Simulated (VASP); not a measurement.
# Cs (I4/mmm) in VASP: a series of runs, part 2 of 2

VASP 6.6.1. Earlier steps stand in the parts before.

### 6 Single point, PBE

INCAR

```
PREC = Accurate
ENCUT = 450
EDIFF = 1E-4
ISMEAR = 1
SIGMA = 0.15
LREAL = False
LASPH = True
NELM = 100
ALGO = Normal
ISIF = 2
LWAVE = False
LCHARG = False
GGA = PE
NBANDS = 10
ADDGRID = False
```

KPOINTS

```
regular mesh
0
Gamma
  5 5 5
```

POSCAR

```
Cs
1.0
   -2.7500754600      2.7500754600      4.0972389800
    2.7500754600     -2.7500754600      4.0972389800
    2.7500754600      2.7500754600     -4.0972389800
Cs
1
Direct
    0.0000000000      0.0000000000      0.0000000000
```

Potentials or basis: VASP PAW PBE potentials, release 64 (Cs_sv).

Run with:

```bash
$ cat potpaw_PBE.64/Cs_sv/POTCAR > POTCAR
$ mpirun -np 1 vasp_std > vasp.out
```

OUTCAR:

```text
PREC = Accurate
   ENCUT = 450
   EDIFF = 1E-4
   ISMEAR = 1
   LREAL = False
   LASPH = True
   NELM = 100
   ISIF = 2
   GGA = PE

 Found     18 irreducible k-points:

 Following reciprocal coordinates:
            Coordinates               Weight
  0.000000  0.000000  0.000000      1.000000
  0.200000  0.000000  0.000000      8.000000
  0.400000  0.000000  0.000000      8.000000
  0.200000  0.200000  0.000000      8.000000
  0.400000  0.200000  0.000000     16.000000
 -0.400000  0.200000  0.000000     16.000000
   k-points           NKPTS =     18   k-points in BZ     NKDIM =     18   number of bands    NBANDS=     10
   number of dos      NEDOS =    301   number of ions     NIONS =      1
   total plane-waves  NPLWV =  64000
   dimension x,y,z NGX =    40 NGY =   40 NGZ =   40
   dimension x,y,z NGXF=    80 NGYF=   80 NGZF=   80
   ions per type =               1
   NGX,Y,Z   is equivalent  to a cutoff of  11.77, 11.77, 11.77 a.u.
   NGXF,Y,Z  is equivalent  to a cutoff of  23.54, 23.54, 23.54 a.u.
 SYSTEM =  unknown system
   PREC   = accura    normal or accurate (medium, high low for compatibility)
   ISTART =      0    job   : 0-new  1-cont  2-samecut
   ICHARG =      2    charge: 1-file 2-atom 10-const
   ISPIN  =      1    spin polarized calculation?
   LNONCOLLINEAR =      F non collinear calculations
   LSORBIT =      F    spin-orbit coupling
   LASPH  =      T    aspherical Exc in radial PAW
   ENCUT  =  450.0 eV  33.07 Ry    5.75 a.u.   9.77  9.77  9.77*2*pi/ulx,y,z
   NELM   =    100;   NELMIN=  2; NELMDL= -5     # of ELM steps
   EDIFF  = 0.1E-03   stopping-criterion for ELM
   LREAL  =      F    real-space projection
   EDIFFG = 0.1E-02   stopping-criterion for IOM
   NSW    =      0    number of steps for IOM
   IBRION =     -1    ionic relax: 0-MD 1-quasi-New 2-CG
   NFREE  =      0    steps in history (QN), initial steepest desc. (CG)
   ISIF   =      2    stress and relaxation
   ISYM   =      2    0-nonsym 1-usesym 2-fastsym
   POTIM  = 0.5000    time-step for ionic-motion
   TEBEG  =    0.0;   TEEND  =   0.0 temperature during run
   PSTRESS=    0.0 pullay stress
   NELECT =       9.0000    total number of electrons
   NUPDOWN=      -1.0000    fix difference up-down
   EMIN   =  10.00;   EMAX   =-10.00  energy-range for DOS
   EFERMI =   0.00;   METHOD = LEGACY
   ISMEAR =     1;   SIGMA  =   0.15  broadening in eV -4-tet -1-fermi 0-gaus
   EFERMI_NEDOS =   21; number of points for ismear=-14 and -15
   IALGO  =     38    algorithm
   IMIX   =      4    mixing-type and parameters
     AMIX     =   0.40;   BMIX     =  1.00
     AMIX_MAG =   1.60;   BMIX_MAG =  1.00
  volume/ion in A,a.u.               =     123.95       836.44
  Fermi-wavevector in a.u.,A,eV,Ry     =   0.682981  1.290648  6.346621  0.466463
  Thomas-Fermi vector in A             =   1.762213
   LORBIT       =      0    0 simple, 1 ext, 2 COOP (PROOUT), +10 PAW based schemes
   GGA     = PE    functional components
   LHFCALC =     F    Hartree Fock is set to
   AEXX    =    0.0000 exact exchange contribution
   IVDW    =     0    specifies the selected vdW correction
   LEPSILON=     F    determine dielectric tensor
   LRPA    =     F    only Hartree local field effects (RPA)
 non-spin polarized calculation
 Methfessel and Paxton  Order N= 1 SIGMA  =   0.15
  energy-cutoff  :      450.00
  volume of cell :      123.95
 maximum number of plane-waves:      2719
   NGX = 19   NGY = 19   NGZ = 19

 number of electron       9.0000001 magnetization

 Free energy of the ion-electron system (eV)
  ---------------------------------------------------
  ext. energy  EPLUGINS =         0.00000000
  ---------------------------------------------------
  free energy    TOTEN  =        -0.87159838 eV

  energy without entropy =       -0.87469953  energy(sigma->0) =       -0.87263210

 E-fermi :   0.3587     XC(G=0):  -5.2235

 val. band max:        0.3422445672   @ k =  -0.4000   0.4000   0.0000
 cond. band min:       0.5479981690   @ k =   0.4000   0.2000   0.0000
 fundamental gap:      0.2057536018
 Fermi energy:         0.3586802989

 k-point     1 :       0.0000    0.0000    0.0000
  band No.  band energies     occupation
      1     -23.6309      2.00000
      2     -10.3861      2.00000
      3     -10.3839      2.00000
      4     -10.3839      2.00000
      5      -1.3300      2.00000
      6       2.5757     -0.00000
      7       2.7381     -0.00000
      8       2.7381     -0.00000
      9       3.5158      0.00000
     10       3.8374      0.00000

 k-point     2 :       0.2000    0.0000    0.0000
  band No.  band energies     occupation
      1     -23.6294      2.00000
      2     -10.4214      2.00000
      3     -10.3918      2.00000
      4     -10.3876      2.00000
      5      -0.9539      2.00000
      6       2.0951     -0.00000
      7       2.6954     -0.00000
      8       2.8636     -0.00000
      9       3.4422      0.00000
     10       3.6192      0.00000

 k-point     3 :       0.4000    0.0000    0.0000
  band No.  band energies     occupation
      1     -23.6271      2.00000
      2     -10.4795      2.00000
      3     -10.4019      2.00000
      4     -10.3934      2.00000
      5      -0.0424      2.00103
      6       1.2417     -0.00000
      7       2.4791     -0.00000
      8       2.7027     -0.00000
      9       4.1373      0.00000
     10       4.1596      0.00000

 k-point     4 :       0.2000    0.2000    0.0000
  band No.  band energies     occupation
      1     -23.6277      2.00000
      2     -10.4453      2.00000
      3     -10.4143      2.00000
      4     -10.3956      2.00000
      5      -0.3938      2.00000
      6       1.7977     -0.00000
      7       2.1861     -0.00000
      8       2.9508     -0.00000
      9       3.1962     -0.00000
     10       4.2340      0.00000

 k-point     5 :       0.4000    0.2000    0.0000
  band No.  band energies     occupation
      1     -23.6260      2.00000
      2     -10.4753      2.00000
      3     -10.4239      2.00000
      4     -10.4069      2.00000
      5       0.5480     -0.07051
      6       1.0637     -0.00000
      7       2.0006     -0.00000
      8       2.7692     -0.00000
      9       3.8036      0.00000
     10       4.0827      0.00000

 k-point     6 :      -0.4000    0.2000    0.0000
  band No.  band energies     occupation
      1     -23.6267      2.00000
      2     -10.4640      2.00000
      3     -10.4110      2.00000
      4     -10.4090      2.00000
      5      -0.0522      2.00075
      6       1.4943     -0.00000
      7       2.1515     -0.00000
      8       2.8847     -0.00000
      9       3.5012      0.00000
     10       4.3029      0.00000

 [... further k-points ...]

------------------------ aborting loop because EDIFF is reached ----------------------------------------

  FORCE on cell =-STRESS in cart. coord.  units (eV):
  Direction    XX          YY          ZZ          XY          YZ          ZX
  --------------------------------------------------------------------------------------
  -------------------------------------------------------------------------------------
  Total       -0.0774302     -0.0774302     -0.1214485      0.0000000      0.0000000     -0.0000000
  in kB       -1.0008764     -1.0008764     -1.5698648      0.0000000      0.0000000     -0.0000000
  external PRESSURE =      -1.1905392 kB  Pullay stress =       0.0000000 kB

 VOLUME and BASIS-vectors are now :
 -----------------------------------------------------------------------------
  energy-cutoff  :      450.00
  volume of cell :      123.95
      direct lattice vectors                 reciprocal lattice vectors
    -2.750075460  2.750075460  4.097238980     0.000000000  0.181813193  0.122033399
     2.750075460 -2.750075460  4.097238980     0.181813193  0.000000000  0.122033399
     2.750075460  2.750075460 -4.097238980     0.181813193  0.181813193  0.000000000

 POSITION                                       TOTAL-FORCE (eV/Angst)
 -----------------------------------------------------------------------------------
      0.00000      0.00000      0.00000        -0.000000      0.000000      0.000000
 -----------------------------------------------------------------------------------
    total drift:                               -0.000000     -0.000000     -0.000000

  FREE ENERGIE OF THE ION-ELECTRON SYSTEM (eV)
  ---------------------------------------------------
  free  energy   TOTEN  =        -0.8715983828 eV

  energy  without entropy=       -0.8746995290  energy(sigma->0) =       -0.87263210
```

stdout:

```text
POSCAR found type information on POSCAR Cs
 POSCAR found :  1 types and       1 ions
 scaLAPACK will be used
 LDA part: xc-table for (Slater+PW92), standard interpolation
 POSCAR, INCAR and KPOINTS ok, starting setup
 FFT: planning ... GRIDC
 FFT: planning ... GRID_SOFT
 FFT: planning ... GRID
 WAVECAR not read
 entering main loop
```

Run time: 8 s. Hardware: 1 thread of Intel Xeon Platinum 8488C (Sapphire Rapids), shared host; peak memory 0.22 GiB.

The run converged, but some of its settings lie outside the range that counts as converged, so its numbers aren't taken as properties of the crystal.

What came out:

```yaml
Free_energy: -0.8716 eV
Pressure: -0.1 GPa
Band_gap_on_the_k_mesh: none (metal or under the smearing width)
```
